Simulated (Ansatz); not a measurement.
FeGe2:

```xyz
6
Lattice="-2.9596 2.9596 2.4514 2.9596 -2.9596 2.4514 2.9596 2.9596 -2.4514" Properties=species:S:1:pos:R:3 pbc="T T T"
Ge   -0.9168    2.0427    2.4514
Ge    2.0427    0.9168    2.4514
Ge    0.9168    2.0427    0.0000
Ge    3.8764    0.9168    0.0000
Fe    0.0000    0.0000    1.2257
Fe    0.0000    0.0000    3.6771
```

The cell is a database's computed one.

```yaml
Program: Ansatz 0.2.0
Task: relaxation of cell and atoms
Functional: PBEsol
Potentials_or_basis: Ansatz PAW
Cutoff: "420 eV (not typed: the program's choice for these potentials)"
k_mesh: 7 × 7 × 7
Occupations: fermi-dirac, width 0.05 eV
Spin: collinear spin, ferromagnetic start
Starting_moments: "[0.0, 0.0, 0.0, 0.0, 3.0, 3.0] μB"
```

At the start: volume 14.31 Å³/atom.

Question: How do energy, volume and symmetry change on relaxing?

Answer: It ends after 5 steps and the volume is 13.72 Å³/atom (-4.2 %); space group I4/mcm (No. 140, to 0.05 Å); moment 2.14 μB per cell.

Step by step:
```tsv
step	energy change (eV)	largest force (eV/Å)	volume (Å³)
1	0.0000	0.1534	85.89
2	-0.0715	0.0650	82.88
3	-0.0744	0.0000	82.25
4	-0.0744	0.0001	82.32
5	-0.0733	0.0000	82.32
```

Final structure:
```
Ge Fe
1.0
    -2.90439    2.90439    2.43956
     2.90439   -2.90439    2.43956
     2.90439    2.90439   -2.43956
Ge Fe
4 2
Direct
  0.84350 0.34350 0.18699
  0.65650 0.84350 0.50000
  0.34350 0.15650 0.50000
  0.15650 0.65650 0.81301
  0.25000 0.25000 0.00000
  0.75000 0.75000 0.00000
```

Caveat: the plane-wave basis is chosen anew once the cell has moved, so the energies of steps on either side of that aren't comparable; the PAW data sets come from PBE, with cores solved anew for the run's functional, which leaves a small shift of forces and pressure.
